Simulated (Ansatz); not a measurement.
# InP: electron density at the nuclei under pressure

```
CELL_PARAMETERS angstrom
0.00000 2.93050 2.93050
2.93050 0.00000 2.93050
2.93050 2.93050 0.00000
ATOMIC_POSITIONS crystal
In 0.00000 0.00000 0.00000
P 0.75000 0.75000 0.75000
```

Atoms are numbered in the order listed.

The cell is COD entry 1010146, as deposited and not checked against the literature; nothing was relaxed. It is an old determination, and later ones may differ.

No spin–orbit coupling, which matters for the heavy atoms here.

These are results of DFT, PBE, all-electron PAW with datasets made for the crystal, scalar-relativistic (Ansatz 0.2.0), not measurements.

Sampling and basis: a Γ-centred 11×11×11 k mesh, Fermi–Dirac smearing of 0.03 eV, cutoff 240 eV (chosen by the program for this cell), no spin polarisation.

The contact density is the mean electron density over the nuclear volume; its changes follow the s electrons' response to bonding and compression. Changes below are taken from the unscaled cell, where it is 1.13294e+06 e/Å³ at In1, 16033.4 e/Å³ at P2.

```tsv
V/V(cell)	P (GPa)	Δρ(0) In1 (e/Å³)	Δρ(0) P2 (e/Å³)
0.9500	7.6	?	?
1.0000	3.3	0.00	0.00
1.0500	0.1	?	0.71
```

Problem. What belongs in the row "0.9500", column "Δρ(0) In1 (e/Å³)"?

Solution. -0.81.

Problem. Fill in "Δρ(0) In1 (e/Å³)" for the row "1.0500".

Solution. 1.46.

Problem. Give the missing entry: row "0.9500", column "Δρ(0) P2 (e/Å³)".

Solution. -0.71.

The datasets are made afresh for each cell, so very small changes are uncertain.
